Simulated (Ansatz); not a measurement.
NaH (wurtzite) (no longer in that coordination) (r2SCAN geometry), in Ansatz:

```cif
data_structure
_symmetry_space_group_name_H-M 'P6_3/mmc'
_symmetry_Int_Tables_number 194
_cell_length_a 3.9533
_cell_length_b 3.9533
_cell_length_c 4.8283
_cell_angle_alpha 90.000
_cell_angle_beta 90.000
_cell_angle_gamma 120.000
_cell_volume 65.35
loop_
_atom_site_label
_atom_site_type_symbol
_atom_site_symmetry_multiplicity
_atom_site_Wyckoff_symbol
_atom_site_fract_x
_atom_site_fract_y
_atom_site_fract_z
_atom_site_occupancy
Na1 Na 2 d 0.33333 0.66667 0.75000 1
H1 H 2 c 0.33333 0.66667 0.25000 1
```

G0W0@PBE with 245 empty bands, a screening cutoff of 140 eV and a 6×6×4 mesh (PAW, contour deformation) gives 5.436 eV over the mesh points, from a PBE gap of 3.327 eV; it sums over 255 bands with 225 plane waves in the screening and a wave cutoff of 420 eV. G0W0 here is at a finite number of bands, screening cutoff and k mesh, not at the basis limit. Simulation only: spin-unpolarised, and no claim that this is the phase found in nature.

Task: Estimate the gap with starting point HSE06.

Result: 6.119 eV (+0.683 eV), from a Kohn-Sham gap of 4.263 eV.

Task: Estimate the gap with potentials of the kind norm-conserving.

Result: 5.431 eV (-0.005 eV), from a Kohn-Sham gap of 3.330 eV.

Task: Estimate the gap with frequency model Godby-Needs pole.

Result: 5.481 eV (+0.045 eV), from a Kohn-Sham gap of 3.327 eV.
